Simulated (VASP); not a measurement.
# WS2 in VASP: notebook

One slab, WS2, is run at these levels: PBEsol, LDA; tasks: dielectric tensor.

All numbers are computed with VASP 6.6.1; they aren't measurements. Logs are shortened: lines on timing, memory, paths and dates and some standing lists are left out, and cuts for length are marked.

## 1. Starting point

The cell holds a slab with vacuum, 9 atoms: a = 3.183 Å, b = 3.183 Å, c = 28.532 Å, α = 90.00°, β = 90.00°, γ = 120.00°.

## 2. Dielectric tensor, PBEsol

Contents of INCAR:

```
  ALGO = Fast
  EDIFF = 1E-8
  ENCUT = 520
  GGA = PS
  ISIF = 2
  ISMEAR = 0
  KPAR = 4
  LASPH = True
  LCHARG = False
  LEPSILON = True
  LREAL = False
  LWAVE = False
  NELM = 60
  PREC = Accurate
  SIGMA = 0.02
```

Contents of KPOINTS:

```
k-points
0
Gamma
  10 10 1
```

Contents of POSCAR:

```
WS2
1.0
    3.1829541699      0.0000000000      0.0000000000
   -1.5914770850      2.7565191702      0.0000000000
    0.0000000000      0.0000000000     28.5322178600
W S
3 6
Direct
    0.6666666667      0.3333333333      0.4343616800
    0.6666666667      0.3333333333      0.8855337800
    0.0000000000      0.0000000000      0.6592864300
    0.6666666667      0.3333333333      0.6046252100
    0.0000000000      0.0000000000      0.3797102500
    0.0000000000      0.0000000000      0.8308482800
    0.6666666667      0.3333333333      0.7139522100
    0.0000000000      0.0000000000      0.4890304200
    0.0000000000      0.0000000000      0.9401857300
```

Potentials or basis: VASP PAW PBE potentials, release 64 (W_sv, S).

Started as:

```sh
$ cat potpaw_PBE.64/W_sv/POTCAR potpaw_PBE.64/S/POTCAR > POTCAR
$ mpirun -np 4 vasp_std > vasp.out
```

OUTCAR:

```text
EDIFF = 1E-8
   ENCUT = 520
   GGA = PS
   ISIF = 2
   ISMEAR = 0
   LASPH = True
   LEPSILON = True
   LREAL = False
   NELM = 60
   PREC = Accurate

 ion  position               nearest neighbor table
   1  0.667  0.333  0.434-   5 2.41   5 2.41   5 2.41   8 2.41   8 2.41   8 2.41
   2  0.667  0.333  0.886-   9 2.41   9 2.41   9 2.41   6 2.41   6 2.41   6 2.41
   3  0.000  0.000  0.659-   4 2.41   4 2.41   4 2.41   7 2.41   7 2.41   7 2.41
   4  0.667  0.333  0.605-   3 2.41   3 2.41   3 2.41
   5  0.000  0.000  0.380-   1 2.41   1 2.41   1 2.41
   6  0.000  0.000  0.831-   2 2.41   2 2.41   2 2.41
   7  0.667  0.333  0.714-   3 2.41   3 2.41   3 2.41
   8  0.000  0.000  0.489-   1 2.41   1 2.41   1 2.41
   9  0.000  0.000  0.940-   2 2.41   2 2.41   2 2.41

  LATTYP: Found a hexagonal cell.
 ALAT       =     3.1829541699
 C/A-ratio  =     8.9640680754

  Lattice vectors:

 A1 = (   3.1829541699,   0.0000000000,   0.0000000000)
 A2 = (  -1.5914770850,   2.7565191702,   0.0000000000)
 A3 = (   0.0000000000,   0.0000000000,  28.5322178600)

Analysis of symmetry for initial positions (statically):
=====================================================================
 Subroutine PRICEL returns:
 Original cell was already a primitive cell.

 Routine SETGRP: Setting up the symmetry group for a
 hexagonal supercell.

 Subroutine GETGRP returns: Found  6 space group operations
 (whereof  6 operations were pure point group operations)
 out of a pool of 24 trial point group operations.

The static configuration has the point symmetry C_3v.

Analysis of symmetry for dynamics (positions and initial velocities):
=====================================================================
 Subroutine PRICEL returns:
 Original cell was already a primitive cell.

 Routine SETGRP: Setting up the symmetry group for a
 hexagonal supercell.

 Subroutine GETGRP returns: Found  6 space group operations
 (whereof  6 operations were pure point group operations)
 out of a pool of 24 trial point group operations.

The dynamic configuration has the point symmetry C_3v.

 Subroutine INISYM returns: Found  6 space group operations
 (whereof  6 operations are pure point group operations),
 and found     1 'primitive' translations

----------------------------------------------------------------------------------------

                                     Primitive cell

  volume of cell :     250.3381

  direct lattice vectors                    reciprocal lattice vectors
     3.182954170  0.000000000  0.000000000     0.314173547  0.181388182  0.000000000
    -1.591477085  2.756519170  0.000000000     0.000000000  0.362776363  0.000000000
     0.000000000  0.000000000 28.532217860     0.000000000  0.000000000  0.035048099

  length of vectors
     3.182954170  3.182954170 28.532217860     0.362776363  0.362776363  0.035048099

  position of ions in fractional coordinates (direct lattice)
     0.666666667  0.333333333  0.434361680
     0.666666667  0.333333333  0.885533780
     0.000000000  0.000000000  0.659286430
     0.666666667  0.333333333  0.604625210
     0.000000000  0.000000000  0.379710250
     0.000000000  0.000000000  0.830848280
     0.666666667  0.333333333  0.713952210
     0.000000000  0.000000000  0.489030420
     0.000000000  0.000000000  0.940185730

  ion indices of the primitive-cell ions
   primitive index   ion index
                 1           1
                 2           2
                 3           3
                 4           4
                 5           5
                 6           6
                 7           7
                 8           8
                 9           9

[... 112 lines left out ...]
  band No.  band energies     occupation
      1     -71.7411      2.00000
      2     -71.7401      2.00000
      3     -71.7400      2.00000
      4     -35.9873      2.00000
      5     -35.9863      2.00000
      6     -35.9861      2.00000
[... 675 lines left out ...]
     45       5.9006      0.00000
     46       6.0419      0.00000

  FORCE on cell =-STRESS in cart. coord.  units (eV):
  Direction    XX          YY          ZZ          XY          YZ          ZX
  --------------------------------------------------------------------------------------
  -------------------------------------------------------------------------------------
  Total       -3.7223337     -3.7223337     -1.0796434      0.0000000      0.0000000      0.0000000
  in kB      -23.8231371    -23.8231371     -6.9097760      0.0000000      0.0000000      0.0000000
  external PRESSURE =     -18.1853501 kB  Pullay stress =       0.0000000 kB

 VOLUME and BASIS-vectors are now :
 -----------------------------------------------------------------------------
  energy-cutoff  :      520.00
  volume of cell :      250.34
      direct lattice vectors                 reciprocal lattice vectors
     3.182954170  0.000000000  0.000000000     0.314173547  0.181388182  0.000000000
    -1.591477085  2.756519170  0.000000000     0.000000000  0.362776363  0.000000000
     0.000000000  0.000000000 28.532217860     0.000000000  0.000000000  0.035048099

 POSITION                                       TOTAL-FORCE (eV/Angst)
 -----------------------------------------------------------------------------------
      1.59148      0.91884     12.39330        -0.000000     -0.000000     -0.006709
      1.59148      0.91884     25.26624        -0.000000      0.000000     -0.002501
      0.00000      0.00000     18.81090         0.000000      0.000000      0.003891
      1.59148      0.91884     17.25130         0.000000      0.000000      0.079677
      0.00000      0.00000     10.83398         0.000000      0.000000      0.099441
      0.00000      0.00000     23.70594         0.000000     -0.000000      0.089021
      1.59148      0.91884     20.37064         0.000000      0.000000     -0.080132
      0.00000      0.00000     13.95312        -0.000000     -0.000000     -0.082038
      0.00000      0.00000     26.82558         0.000000      0.000000     -0.100649
 -----------------------------------------------------------------------------------
    total drift:                               -0.000000      0.000000     -0.000322

  FREE ENERGIE OF THE ION-ELECTRON SYSTEM (eV)
  ---------------------------------------------------
  free  energy   TOTEN  =       -75.7613421807 eV

  energy  without entropy=      -75.7613421807  energy(sigma->0) =      -75.76134218

 HEAD OF MICROSCOPIC STATIC DIELECTRIC TENSOR (INDEPENDENT PARTICLE, excluding Hartree and local field effects)
 ------------------------------------------------------
           9.768813    -0.000000     0.000000
          -0.000000     9.768813     0.000000
          -0.000000     0.000000     5.844411
 ------------------------------------------------------

 Free energy of the ion-electron system (eV)
  ---------------------------------------------------
  ---------------------------------------------------
  free energy    TOTEN  =        -6.03331608 eV

  energy without entropy =       -6.03331608

------------------------ aborting loop because EDIFF is reached ----------------------------------------

--------------------------------------- Ionic step        2  -------------------------------------------

------------------------ aborting loop because EDIFF is reached ----------------------------------------

--------------------------------------- Ionic step        3  -------------------------------------------

 Free energy of the ion-electron system (eV)
  ---------------------------------------------------
  ---------------------------------------------------
  free energy    TOTEN  =        -0.85215976 eV

  energy without entropy =       -0.85215976

------------------------ aborting loop because EDIFF is reached ----------------------------------------

 PIEZOELECTRIC TENSOR FIELD DIRECTION 3  (e Angst)
 -----------------------------------------------------------------------------
    -0.00555 -0.00000  0.00000           ( -0.00005  0.00000  0.00000)
     0.00000 -0.00555  0.00000           (  0.00000 -0.00005  0.00000)
    -0.00000  0.00000  0.00292           (  0.00000  0.00000 -0.00006)

 PIEZOELECTRIC TENSOR FIELD DIRECTION 3  (C/m^2)
 -----------------------------------------------------------------------------
    -0.00036 -0.00000  0.00000
     0.00000 -0.00036  0.00000
    -0.00000  0.00000  0.00019

 MACROSCOPIC STATIC DIELECTRIC TENSOR (including local field effects in DFT)
 ------------------------------------------------------
           9.276379    -0.000000    -0.000000
          -0.000000     9.276379     0.000000
           0.000000    -0.000000     2.178408
 ------------------------------------------------------

 PIEZOELECTRIC TENSOR (including local field effects)  for field in x, y, z        (e  Angst)
          XX          YY          ZZ          XY          YZ          ZX
  --------------------------------------------------------------------------------
  x    -0.00000     0.00000    -0.00000     1.26603     0.00000    -0.00023
  y     1.26603    -1.26603     0.00000     0.00000    -0.00023     0.00000
  z    -0.00555    -0.00555     0.00292     0.00000     0.00000    -0.00000

 PIEZOELECTRIC TENSOR (including local field effects)  for field in x, y, z        (C/m^2)
          XX          YY          ZZ          XY          YZ          ZX
  --------------------------------------------------------------------------------
  x    -0.00000     0.00000    -0.00000     0.08103     0.00000    -0.00001
  y     0.08103    -0.08103     0.00000     0.00000    -0.00001     0.00000
  z    -0.00036    -0.00036     0.00019     0.00000     0.00000    -0.00000

 BORN EFFECTIVE CHARGES (including local field effects) (in |e|, cummulative output)
 ---------------------------------------------------------------------------------
 ion    1
    1    -0.57099     0.00000     0.00000
    2     0.00000    -0.57099    -0.00000
    3    -0.00000     0.00000    -0.11415
 ion    2
    1    -0.57009     0.00000     0.00000
    2     0.00000    -0.57009     0.00000
    3     0.00000     0.00000    -0.12976
 ion    3
    1    -0.57922     0.00000    -0.00000
    2     0.00000    -0.57922     0.00000
    3    -0.00000     0.00000    -0.18217
 ion    4
    1     0.28867    -0.00000     0.00000
    2    -0.00000     0.28867    -0.00000
    3    -0.00000     0.00000     0.11627
 ion    5
[... 4 lines left out ...]
    1     0.28352    -0.00000     0.00000
    2    -0.00000     0.28352    -0.00000
    3     0.00000     0.00000    -0.24968
 ion    7
    1     0.28944    -0.00000    -0.00000
    2    -0.00000     0.28944     0.00000
    3     0.00000    -0.00000     0.09932
 ion    8
    1     0.28329    -0.00000    -0.00000
    2    -0.00000     0.28329     0.00000
    3     0.00000     0.00000    -0.25402
 ion    9
    1     0.28735    -0.00000    -0.00000
    2    -0.00000     0.28735     0.00000
    3     0.00000     0.00000     0.35414
```

Run time: 15 min. Hardware: 4 MPI ranks of AMD EPYC 9R14 (Zen 4), shared host; peak memory 1.3 GiB.

What came out:

```
Band gap on the k mesh                  : 1.45 eV, indirect (least direct gap 2.11 eV)
Electronic dielectric tensor (diagonal) : 9.28, 9.28, 2.18
Born charges (mean of the diagonal)     : W -0.42, -0.45; S +0.23, +0.31, +0.11, +0.10 e
```

Electronic dielectric tensor:
```
9.28 0.00 0.00
0.00 9.28 0.00
0.00 0.00 2.18
```

Born effective charge tensors (e):
atom 1, W
```
-0.57  0.00  0.00
 0.00 -0.57  0.00
 0.00  0.00 -0.11
```
atom 2, W
```
-0.57  0.00  0.00
 0.00 -0.57  0.00
 0.00  0.00 -0.13
```
atom 3, W
```
-0.58  0.00  0.00
 0.00 -0.58  0.00
 0.00  0.00 -0.18
```
atom 4, S
```
0.29 0.00 0.00
0.00 0.29 0.00
0.00 0.00 0.12
```
atom 5, S
```
0.29 0.00 0.00
0.00 0.29 0.00
0.00 0.00 0.36
```
atom 6, S
```
 0.28  0.00  0.00
 0.00  0.28  0.00
 0.00  0.00 -0.25
```
atom 7, S
```
0.29 0.00 0.00
0.00 0.29 0.00
0.00 0.00 0.10
```
atom 8, S
```
 0.28  0.00  0.00
 0.00  0.28  0.00
 0.00  0.00 -0.25
```
atom 9, S
```
0.29 0.00 0.00
0.00 0.29 0.00
0.00 0.00 0.35
```

Caveat: the PAW data sets were made with another functional, which shifts forces and pressure a little; spin-orbit coupling is left out, which moves the levels of the heavy elements. Expect the measured gap to be larger: semilocal functionals such as PBEsol lack the derivative discontinuity.

## 3. Dielectric tensor, LDA

Edit INCAR of step 2 so:

```diff
@@ -3,3 +3,3 @@
   ENCUT = 520
-  GGA = PS
+  GGA = CA
   ISIF = 2
```

KPOINTS is that of step 2.

POSCAR is that of step 2.

Potentials or basis: VASP PAW LDA potentials, release 64 (W_sv, S).

Started as:

```sh
$ cat potpaw_LDA.64/W_sv/POTCAR potpaw_LDA.64/S/POTCAR > POTCAR
$ mpirun -np 4 vasp_std > vasp.out
```

OUTCAR:

```text
EDIFF = 1E-8
   ENCUT = 520
   GGA = CA
   ISIF = 2
   ISMEAR = 0
   LASPH = True
   LEPSILON = True
   LREAL = False
   NELM = 60
   PREC = Accurate

 ion  position               nearest neighbor table
   1  0.667  0.333  0.434-   5 2.41   5 2.41   5 2.41   8 2.41   8 2.41   8 2.41
   2  0.667  0.333  0.886-   9 2.41   9 2.41   9 2.41   6 2.41   6 2.41   6 2.41
   3  0.000  0.000  0.659-   4 2.41   4 2.41   4 2.41   7 2.41   7 2.41   7 2.41
   4  0.667  0.333  0.605-   3 2.41   3 2.41   3 2.41
   5  0.000  0.000  0.380-   1 2.41   1 2.41   1 2.41
   6  0.000  0.000  0.831-   2 2.41   2 2.41   2 2.41
   7  0.667  0.333  0.714-   3 2.41   3 2.41   3 2.41
   8  0.000  0.000  0.489-   1 2.41   1 2.41   1 2.41
   9  0.000  0.000  0.940-   2 2.41   2 2.41   2 2.41

  LATTYP: Found a hexagonal cell.
 ALAT       =     3.1829541699
 C/A-ratio  =     8.9640680754

  Lattice vectors:

 A1 = (   3.1829541699,   0.0000000000,   0.0000000000)
[... 962 lines left out ...]
  y     1.30495    -1.30495     0.00000     0.00000    -0.00021     0.00000
  z    -0.00671    -0.00671     0.00136     0.00000    -0.00000     0.00000

 PIEZOELECTRIC TENSOR (including local field effects)  for field in x, y, z        (C/m^2)
          XX          YY          ZZ          XY          YZ          ZX
  --------------------------------------------------------------------------------
  x    -0.00000     0.00000     0.00000     0.08352     0.00000    -0.00001
  y     0.08352    -0.08352     0.00000     0.00000    -0.00001     0.00000
  z    -0.00043    -0.00043     0.00009     0.00000    -0.00000     0.00000

 BORN EFFECTIVE CHARGES (including local field effects) (in |e|, cummulative output)
 ---------------------------------------------------------------------------------
 ion    1
    1    -0.59720     0.00000     0.00000
    2     0.00000    -0.59720    -0.00000
    3    -0.00000     0.00000    -0.10531
 ion    2
    1    -0.59637     0.00000    -0.00000
    2     0.00000    -0.59637     0.00000
    3    -0.00000     0.00000    -0.09173
 ion    3
    1    -0.60610     0.00000     0.00000
    2     0.00000    -0.60610     0.00000
    3    -0.00000     0.00000    -0.21105
 ion    4
    1     0.30192    -0.00000     0.00000
    2    -0.00000     0.30192    -0.00000
    3    -0.00000     0.00000     0.09427
 ion    5
[... 4 lines left out ...]
    1     0.29696    -0.00000     0.00000
    2    -0.00000     0.29696    -0.00000
    3    -0.00000     0.00000    -0.26922
 ion    7
    1     0.30292    -0.00000    -0.00000
    2    -0.00000     0.30292     0.00000
    3     0.00000    -0.00000     0.08104
 ion    8
    1     0.29666    -0.00000    -0.00000
    2    -0.00000     0.29666     0.00000
    3     0.00000    -0.00000    -0.27706
 ion    9
    1     0.30025    -0.00000    -0.00000
    2    -0.00000     0.30025     0.00000
    3     0.00000     0.00000     0.38822
```

OSZICAR:

```text
[... 13 lines left out ...]
RMM:  20    -0.854856990482E+00    0.40289E-03    0.29643E-03  2803   0.129E-03    0.142E-04
RMM:  21    -0.854915385509E+00   -0.58395E-04    0.19621E-03  2607   0.124E-03    0.103E-04
RMM:  22    -0.854710029685E+00    0.20536E-03    0.45808E-03  2616   0.124E-03    0.447E-05
RMM:  23    -0.854889198821E+00   -0.17917E-03    0.23279E-03  2576   0.123E-03    0.224E-05
RMM:  24    -0.854775100108E+00    0.11410E-03    0.34237E-03  2558   0.123E-03    0.240E-05
RMM:  25    -0.854749465267E+00    0.25635E-04    0.35536E-03  2571   0.123E-03    0.157E-05
RMM:  26    -0.854823507639E+00   -0.74042E-04    0.38901E-03  2578   0.123E-03    0.161E-05
RMM:  27    -0.854885364097E+00   -0.61856E-04    0.19137E-03  2584   0.123E-03    0.150E-05
RMM:  28    -0.854821001687E+00    0.64362E-04    0.36247E-03  2603   0.123E-03    0.156E-05
```

It took 14 min on 4 MPI ranks of AMD EPYC 9R14 (Zen 4), shared host; peak memory 1.2 GiB.

What came out:

```
Band gap on the k mesh                  : 1.40 eV, indirect (least direct gap 2.10 eV)
Electronic dielectric tensor (diagonal) : 9.34, 9.34, 2.19
Born charges (mean of the diagonal)     : W -0.43, -0.47; S +0.23, +0.33, +0.11 e
```

Electronic dielectric tensor:
```
9.34 0.00 0.00
0.00 9.34 0.00
0.00 0.00 2.19
```

Born effective charge tensors (e):
atom 1, W
```
-0.60  0.00  0.00
 0.00 -0.60  0.00
 0.00  0.00 -0.11
```
atom 2, W
```
-0.60  0.00  0.00
 0.00 -0.60  0.00
 0.00  0.00 -0.09
```
atom 3, W
```
-0.61  0.00  0.00
 0.00 -0.61  0.00
 0.00  0.00 -0.21
```
atom 4, S
```
0.30 0.00 0.00
0.00 0.30 0.00
0.00 0.00 0.09
```
atom 5, S
```
0.30 0.00 0.00
0.00 0.30 0.00
0.00 0.00 0.39
```
atom 6, S
```
 0.30  0.00  0.00
 0.00  0.30  0.00
 0.00  0.00 -0.27
```
atom 7, S
```
0.30 0.00 0.00
0.00 0.30 0.00
0.00 0.00 0.08
```
atom 8, S
```
 0.30  0.00  0.00
 0.00  0.30  0.00
 0.00  0.00 -0.28
```
atom 9, S
```
0.30 0.00 0.00
0.00 0.30 0.00
0.00 0.00 0.39
```

Caveat: spin-orbit coupling is left out, which moves the levels of the heavy elements.
